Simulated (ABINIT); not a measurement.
Input of an ABINIT 10.8.3 (patched build) run:

The input run.abi:

```
pp_dirpath "./"
pseudos "Ta_ONCV_PBE-1.2.upf, K_ONCV_PBE-1.2.upf, O_ONCV_PBE-1.2.upf"

acell 3*1.0 Angstrom
rprim
     3.9883000000     0.0000000000     0.0000000000
     0.0000000000     3.9883000000     0.0000000000
     0.0000000000     0.0000000000     3.9883000000
ntypat 3
znucl 73 19 8
natom 5
typat 1 2 3 3 3
xred
     0.0000000000     0.0000000000     0.0000000000
     0.5000000000     0.5000000000     0.5000000000
     0.0000000000     0.0000000000     0.5000000000
     0.0000000000     0.5000000000     0.0000000000
     0.5000000000     0.0000000000     0.0000000000

ecut 1142.878222 eV

kptopt 1
ngkpt 7 7 7
nshiftk 1
shiftk 0.0 0.0 0.0

ixc 11

nband 33
occopt 3
tsmear 0.00183747

nstep 100
tolvrs 1.0e-10

iomode 3
prtwf 0
prteig 0
prtebands 0
prtden 1
prtvha 1
prtvclmb 1
prtpot 1
prtelf 1
```

Potentials or basis: SG15 NC PBE v1.2.

Command:

```bash
$ abinit run.abi > log 2>&1
```

Question: Predict the pressure.

Answer: 4.6 GPa.

Question: Predict the band gap on the k mesh.

Answer: 2.26 eV, indirect (least direct gap 2.81 eV).

Caveat: spin-orbit coupling is left out, which moves the levels of the heavy elements; an odd mesh through Γ misses points on the zone boundary, where band edges often lie.
